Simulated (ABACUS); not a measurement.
Runs of ABACUS 3.10.1 on NiO. The structure is cubic, space group Fm-3m (No. 225). The conventional cell has a = 4.172 Å, b = 4.172 Å, c = 4.172 Å, α = 90.00°, β = 90.00°, γ = 90.00°. Around Ni (site symmetry m-3m) lie 6 O at 2.09 Å. Around O (site symmetry m-3m) lie 6 Ni at 2.09 Å. 

```csv
task,level,potentials or basis,cell,k mesh,cutoff (eV),SCF threshold on the density,eigensolver,symmetry key,optimiser,force threshold,mesh quality,gap on the mesh (eV),pressure (GPa),moment (μB),relaxed volume (Å³/atom)
single point,TPSS,"SG15 ONCV 1.2 PBE, plane waves",as given,7 × 7 × 7,1537,1e-08,dav,1,-,-,coarse,none,4.3,1.95,-
single point,SCAN,"SG15 ONCV 1.2 PBE, DZP LCAO (the cutoffs set its grid)",as given,8 × 8 × 8,1361,1e-07,genelpa,1,-,-,not flagged,0.90,(a),2.00,-
relaxation of cell and atoms,BLYP,"GBRV ultrasoft 1.5 PBE, plane waves",relaxed,9 × 9 × 9,544,1e-08,dav,1,ASE FIRE,0.03 eV/Å,not flagged,none,0.1,0.00,9.17
single point,PBE,"Ansatz NC PBE, DZP LCAO (the cutoffs set its grid)",as given,10 × 10 × 10,1401,1e-07,genelpa,1,-,-,not flagged,none,7.2,1.81,-
relaxation of cell and atoms,PBE,"Ansatz NC PBE, DZP LCAO (the cutoffs set its grid)",relaxed,10 × 10 × 10,1401,1e-07,genelpa,1,cg,0.02 eV/Å,not flagged,-,0.0,(b),9.44
```

Alike in all rows: spin collinear, ferromagnetic start; smearing fermi-dirac 0.05 eV.

**Question.** Fill in the values left out.

**Answer.** (a) 2.5; (b) 1.89.

Caveats: some runs use coarse meshes; a cell with one magnetic atom can't hold antiferromagnetic order, which such compounds often take (some runs); the potentials were made for another functional, which shifts forces and pressure (some runs); semilocal functionals often make such compounds metallic where correlation or magnetic order opens a gap, which also shifts bond lengths (some runs); the atomic orbitals were generated for these runs and aren't a published set (some runs); the basis of atomic orbitals isn't converged, which shifts pressures, moduli and gaps (some runs).

A k mesh can miss the band edges.

A gap of «none» marks a metal or a gap under the smearing width.
